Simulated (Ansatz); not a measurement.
A sound run on Eu (Fm-3m), field of 1000 T on the spins (Ansatz 0.2.0, DFT, PBE, all-electron LAPW, scalar-relativistic):

```yaml
crystal:
  lattice:
    - [0.0, 2.7893026914, 2.7893026914]
    - [2.7893026914, 0.0, 2.7893026914]
    - [2.7893026914, 2.7893026914, 0.0]
  atoms:
    - { symbol: Eu, position: [0.0, 0.0, 0.0], spin: 7.1 }
magnetization:
  spin_polarized: true
  magnetic_field: 1000
kpoints:
  mp_grid: { grid: [9, 9, 9] }
scf:
  occupations: { method: fermi_dirac, width: 0.08 }
  convergence: { dr2_threshold: 1.0e-10 }
hamiltonian:
  xc: pbe
  pseudopotentials: { kind: all_electron, lapw: { basis_error: 0.0005 } }
output:
  forces: true
  stress: true
  eigenvalues: false
```

It converged in 22 iterations. Site moments (μB): Eu 7.44. Cell moment 7.68 μB. Pressure -0.56 GPa.

The input is then changed, output keys apart:

```diff
-  mp_grid: { grid: [9, 9, 9] }
+  mp_grid: { grid: [14, 14, 14] }
+accuracy: medium
```

**Question.** What does the program do with it?

**Answer.** Self-consistency was reached. Free energy -295071.7675 eV against -295071.7658 eV, cell moment 7.63 μB, pressure -0.54 GPa.
```
settings of this run that can trade accuracy for cost: output.eigenvalues: false. Do not mix this run's numbers with those of runs without the same settings; the input reference describes each key
LAPW: plane waves up to 6.763 Å⁻¹, error target 5.0e-4 eV per atom; small_component_spin mean_spin; Eu in spheres of 1.972 Å, 27 of its electrons in bands, Dirac shells [] (how accurate: hamiltonian.pseudopotentials.lapw.basis_error, Limitations)
Engine: ansatz 0.2.0
Pseudopotentials: kind: all_electron
Pseudopotential: Eu, LAPW, valence charge 27, lapw/all_electron/scalar/gaussian/Eu, Koelling and Harmon's equation, gaussian nucleus
Functional definition: PBE
  parameter kappa = 0.804
  parameter beta = 0.06672455060314922
  exchange = pbe_x(kappa = kappa, mu = beta*pi^2/3)
  correlation = pbe_c(beta = beta)
Crystal: 1 atoms, lattice volume = 43.403 Å³
Basis set: ecut = 174.25339735392487 eV, 259 PW (Γ), exchange–correlation at level 2
Bands: 22, of which v1, the nominal top of the filled ones, is band 14 counted from 1 (13 counted from 0)
Symmetry: 48 space group operations
Space group: Fm-3m (ITA 225), of the structure as read, at distance tolerance 3.5e-5 Å
Magnetic group: BNS 225.116 (UNI 1618), of the structure as read, at distance tolerance 3.5e-5 Å
k-points: 104 of 2744
Non-local potential: Eu, projectors of the file, none
Initial density: superposition of atomic densities (chi_scale 0.1, normalization cell)
Starting moments: Σ|m| = 7.1 μB on 1 of 1 site
Magnetic field: 1000 T along the axis of the moments, on the spin alone (57.8838 meV per μB along it)
Initial wavefunctions: plane waves of lowest kinetic energy (no species holds an atomic orbital)
Functional: x = pbe(κ = 0.804, μ = 0.2195149727645171), c = pbe(β = 0.06672455060314922)
[...]
E sigma→0 (E₀):  -295071.747241 eV
Entropy (-TS):   -0.040463 eV (-40.463 meV/atom)
Fermi energy:    10.443381 eV
--- Per-component energies (eV) ---
  E_band       = -1217.923960
  E_kinetic    = 319882.009066
  E_xc         = -6621.111112
  E_zeeman     = -0.441549  (= −μ_B·B·M)
  E_electrostatic = -608332.183415  (all electrons and nuclei)
  E_smearing   = -0.040463  (= −TS)
  E_closure    = 0.000000  (closes the sum)
  E_atoms      = -295061.013932  (free atoms, spherical and without spin; not in F)
  Σ components = -295071.767473   (vs F -295071.767473, Δ=0.00e0)
  Basis errors (estimates in eV, not in F): energy 4.5e-5 per atom: plane waves 8.4e-6 (4.2e-6 summed), levels above the bands 6.0e-21, relativity 1.3e-7, radial functions 3.7e-5, core shells 3.4e-8; eigenvalues (radial functions only) 4.3e-7; not estimated: angular momenta, meshes, grids; target (lapw.basis_error) 5.0e-4; muffin-tin radii Eu 1.972 Å
--- Forces (eV/Å), atoms counted from 1 ---
  atom   1  Eu    -0.00000000     0.00000000     0.00000000
  max |Σ_I F_I| component: 4.60e-31 eV/Å
--- Stress (GPa, compression-positive) ---
       -0.539552       0.000000       0.000000
        0.000000      -0.539552       0.000000
        0.000000       0.000000      -0.539552
  P = ⅓ Tr σ = -0.5396 GPa (-5.396 kbar)
settings of this run that can trade accuracy for cost: output.eigenvalues: false. Do not mix this run's numbers with those of runs without the same settings; the input reference describes each key
```
